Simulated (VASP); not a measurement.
# Pt (Fm-3m) in VASP: notebook

Runs on Pt. Level: PBE. Tasks: relaxation of cell and atoms.

Program: VASP 6.6.1. These are calculated values, not measurements. Logs are shortened: lines on timing, memory, paths and dates and some standing lists are left out, and cuts for length are marked.

**1. The structure**

Symmetry: Fm-3m, No. 225, cubic system. Conventional cell: a = 3.943 Å, b = 3.943 Å, c = 3.943 Å, α = 90.00°, β = 90.00°, γ = 90.00°. Around Pt (site symmetry m-3m) lie 12 Pt at 2.79 Å.

**2. Relaxation of cell and atoms, PBE**

Input file INCAR:

```
PREC = Accurate ; ENCUT = 600
EDIFF = 1E-6 ; ISMEAR = 1
SIGMA = 0.1 ; LREAL = F
LASPH = T ; NELM = 120
ALGO = Normal ; ISIF = 3
LWAVE = F ; LCHARG = F
GGA = PE ; IBRION = 2
NSW = 80 ; EDIFFG = -0.005
KPAR = 2
```

Input file KPOINTS:

```
Automatic mesh
0
Gamma
  19 19 19
```

Input file POSCAR:

```
Pt
1.0
    0.0000000000      1.9715752000      1.9715752000
    1.9715752000      0.0000000000      1.9715752000
    1.9715752000      1.9715752000      0.0000000000
Pt
1
Direct
    0.0000000000      0.0000000000      0.0000000000
```

Potentials or basis: VASP PAW PBE potentials, release 64 (Pt).

On the command line:

```console
> cat potpaw_PBE.64/Pt/POTCAR > POTCAR
> mpirun -np 2 vasp_std > vasp.out
```

OUTCAR:

```text
PREC = Accurate
   ENCUT = 600
   EDIFF = 1E-6
   ISMEAR = 1
   LREAL = F
   LASPH = T
   NELM = 120
   ISIF = 3
   GGA = PE
   IBRION = 2
   NSW = 80
   EDIFFG = -0.005

 ion  position               nearest neighbor table
   1  0.000  0.000  0.000-

  LATTYP: Found a face centered cubic cell.
 ALAT       =     3.9431504000

  Lattice vectors:

 A1 = (   0.0000000000,   1.9715752000,   1.9715752000)
 A2 = (   1.9715752000,   0.0000000000,   1.9715752000)
 A3 = (   1.9715752000,   1.9715752000,   0.0000000000)

Analysis of symmetry for initial positions (statically):
=====================================================================
 Subroutine PRICEL returns:
 Original cell was already a primitive cell.

 Routine SETGRP: Setting up the symmetry group for a
 face centered cubic supercell.

 Subroutine GETGRP returns: Found 48 space group operations
 (whereof 48 operations were pure point group operations)
 out of a pool of 48 trial point group operations.

The static configuration has the point symmetry O_h .

Analysis of symmetry for dynamics (positions and initial velocities):
=====================================================================
 Subroutine PRICEL returns:
 Original cell was already a primitive cell.

 Routine SETGRP: Setting up the symmetry group for a
 face centered cubic supercell.

 Subroutine GETGRP returns: Found 48 space group operations
 (whereof 48 operations were pure point group operations)
 out of a pool of 48 trial point group operations.

The dynamic configuration has the point symmetry O_h .

 Subroutine INISYM returns: Found 48 space group operations
 (whereof 48 operations are pure point group operations),
 and found     1 'primitive' translations

----------------------------------------------------------------------------------------

                                     Primitive cell

  volume of cell :      15.3275

  direct lattice vectors                    reciprocal lattice vectors
     0.000000000  1.971575200  1.971575200    -0.253604326  0.253604326  0.253604326
     1.971575200  0.000000000  1.971575200     0.253604326 -0.253604326  0.253604326
     1.971575200  1.971575200  0.000000000     0.253604326  0.253604326 -0.253604326

  length of vectors
     2.788228387  2.788228387  2.788228387     0.439255578  0.439255578  0.439255578

[... 85 lines left out ...]
   ISYM   =      2    0-nonsym 1-usesym 2-fastsym
   POTIM  = 0.5000    time-step for ionic-motion
   TEBEG  =    0.0;   TEEND  =   0.0 temperature during run
   PSTRESS=    0.0 pullay stress
   NELECT =      10.0000    total number of electrons
   NUPDOWN=      -1.0000    fix difference up-down
   EMIN   =  10.00;   EMAX   =-10.00  energy-range for DOS
   EFERMI =   0.00;   METHOD = LEGACY
   ISMEAR =     1;   SIGMA  =   0.10  broadening in eV -4-tet -1-fermi 0-gaus
   EFERMI_NEDOS =   21; number of points for ismear=-14 and -15
   IALGO  =     38    algorithm
   IMIX   =      4    mixing-type and parameters
     AMIX     =   0.40;   BMIX     =  1.00
     AMIX_MAG =   1.60;   BMIX_MAG =  1.00
  volume/ion in A,a.u.               =      15.33       103.43
  Fermi-wavevector in a.u.,A,eV,Ry     =   1.419879  2.683183 27.430131  2.016058
  Thomas-Fermi vector in A             =   2.540854
   LORBIT       =      0    0 simple, 1 ext, 2 COOP (PROOUT), +10 PAW based schemes
   GGA     = PE    functional components
   LHFCALC =     F    Hartree Fock is set to
   AEXX    =    0.0000 exact exchange contribution
   IVDW    =     0    specifies the selected vdW correction
   LEPSILON=     F    determine dielectric tensor
   LRPA    =     F    only Hartree local field effects (RPA)
 conjugate gradient relaxation of ions
 non-spin polarized calculation
 Methfessel and Paxton  Order N= 1 SIGMA  =   0.10
  energy-cutoff  :      600.00
  volume of cell :       15.33
 maximum number of plane-waves:       532
   NGX = 11   NGY = 11   NGZ = 11

--------------------------------------- Ionic step        1  -------------------------------------------

 number of electron      10.0000001 magnetization

 Free energy of the ion-electron system (eV)
  ---------------------------------------------------
  ext. energy  EPLUGINS =         0.00000000
  ---------------------------------------------------
  free energy    TOTEN  =        -6.09412140 eV

  energy without entropy =       -6.09314352  energy(sigma->0) =       -6.09379544

------------------------ aborting loop because EDIFF is reached ----------------------------------------

  FORCE on cell =-STRESS in cart. coord.  units (eV):
  Direction    XX          YY          ZZ          XY          YZ          ZX
  --------------------------------------------------------------------------------------
  -------------------------------------------------------------------------------------
  Total        0.4581873      0.4581873      0.4581873      0.0000000      0.0000000      0.0000000
  in kB       47.8942769     47.8942769     47.8942769      0.0000000      0.0000000      0.0000000
  external PRESSURE =      47.8942769 kB  Pullay stress =       0.0000000 kB
[... 22 lines left out ...]
--------------------------------------- Ionic step        2  -------------------------------------------

 number of electron       9.9999999 magnetization

 E-fermi :   9.7333     XC(G=0): -13.0037

 val. band max:        9.7323667831   @ k =  -0.1579   0.2105   0.0526
 cond. band min:       9.7337072406   @ k =   0.4737   0.4737   0.0000
 fundamental gap:      0.0013404575
 Fermi energy:         9.7333395643

 k-point     1 :       0.0000    0.0000    0.0000
  band No.  band energies     occupation
      1       0.4324      2.00000
      2       6.4399      2.00000
      3       6.4399      2.00000
      4       6.4399      2.00000
      5       8.3228      2.00000
      6       8.3228      2.00000
      7      24.5888      0.00000
      8      29.0995      0.00000
      9      29.0995      0.00000
[... 345 lines left out ...]
--------------------------------------- Ionic step        4  -------------------------------------------

 number of electron      10.0000002 magnetization

 Free energy of the ion-electron system (eV)
  ---------------------------------------------------
  ext. energy  EPLUGINS =         0.00000000
  ---------------------------------------------------
  free energy    TOTEN  =        -6.09821515 eV

  energy without entropy =       -6.09715757  energy(sigma->0) =       -6.09786262

 E-fermi :  10.5942     XC(G=0): -13.2856

 val. band max:       10.5941676288   @ k =   0.4737   0.3684   0.0526
 cond. band min:      10.5989924811   @ k =  -0.3684   0.3684   0.1579
 fundamental gap:      0.0048248523
 Fermi energy:        10.5942394066

 k-point     1 :       0.0000    0.0000    0.0000
  band No.  band energies     occupation
      1       0.7811      2.00000
      2       7.0302      2.00000
      3       7.0302      2.00000
      4       7.0302      2.00000
      5       9.0680      2.00000
      6       9.0680      2.00000
      7      25.3452      0.00000
      8      30.1211      0.00000
      9      30.1211      0.00000
[... 304 lines left out ...]
  FREE ENERGIE OF THE ION-ELECTRON SYSTEM (eV)
  ---------------------------------------------------
  free  energy   TOTEN  =        -6.0982151504 eV

  energy  without entropy=       -6.0971575689  energy(sigma->0) =       -6.09786262

 reached required accuracy - stopping structural energy minimisation
```

Run time: 16 s. Hardware: 2 MPI ranks of Intel Xeon 6975P-C (Granite Rapids), shared host; peak memory 0.17 GiB.

Results:

- Free energy: -6.0982 eV
- Relaxed volume: 15.61 Å³/atom
- Relaxed cell: a = 2.805 Å, b = 2.805 Å, c = 2.805 Å, α = 60.00°, β = 60.00°, γ = 60.00°
- Space group after relaxing (to 0.05 Å): Fm-3m (No. 225)
- Energy gained by relaxing: 4.1 meV/atom
- Ionic steps: 4
- Pressure after relaxing: 0.0 GPa
- Band gap on the k mesh: none (metal or under the smearing width)

The path:
| step | energy change (eV) | largest force (eV/Å) | pressure (GPa) | volume (Å³) |
| --- | --- | --- | --- | --- |
| 1 | 0.0000 | 0.0000 | 4.79 | 15.33 |
| 2 | 0.0219 | 0.0000 | -10.43 | 16.37 |
| 3 | -0.0041 | 0.0000 | -0.07 | 15.61 |
| 4 | -0.0041 | 0.0000 | 0.02 | 15.61 |

Final structure:
```
CELL_PARAMETERS angstrom
0.00000 1.98351 1.98351
1.98351 0.00000 1.98351
1.98351 1.98351 0.00000
ATOMIC_POSITIONS crystal
Pt 0.00000 0.00000 0.00000
```

**3. Relaxation of cell and atoms, PBE**

This run uses another cell than the first one, of 15.61 Å³/atom, 1.018 times its volume.

INCAR is that of step 2.

KPOINTS is that of step 2.

Input file POSCAR:

```
Pt                                      
1.0
   -0.0000000000      1.9835096367      1.9835096367
    1.9835096367      0.0000000000      1.9835096367
    1.9835096367      1.9835096367      0.0000000000
  Pt            
     1
Direct
     0.0000000000000000    0.0000000000000000    0.0000000000000000
```

Potentials or basis: VASP PAW PBE potentials, release 64 (Pt).

On the command line:

```console
> cat potpaw_PBE.64/Pt/POTCAR > POTCAR
> mpirun -np 2 vasp_std > vasp.out
```

Wall time 6.7 s (2 MPI ranks of Intel Xeon 6975P-C (Granite Rapids), shared host); peak memory 0.16 GiB.

It converged, with:

| Item | Value |
| --- | --- |
| Free energy | -6.0983 eV |
| Pressure after relaxing | 0.0 GPa |
| Band gap on the k mesh | none (metal or under the smearing width) |

Final structure:
```
Pt
1.0
     0.00000    1.98351    1.98351
     1.98351    0.00000    1.98351
     1.98351    1.98351    0.00000
Pt
1
Direct
  0.00000 0.00000 0.00000
```

Levels at points of the mesh, in eV from the Fermi level:
| k point | band 2 | band 3 | band 4 | band 5 | band 6 | band 7 | band 8 | band 9 |
| --- | --- | --- | --- | --- | --- | --- | --- | --- |
| (0.00, 0.00, 0.00) | -3.56 | -3.56 | -3.56 | -1.53 | -1.53 | 14.75 | 19.53 | 19.53 |

Caveat: the relaxation stopped at its first step, so nothing moved. Spin-orbit coupling is left out, which matters for the levels of Pt.
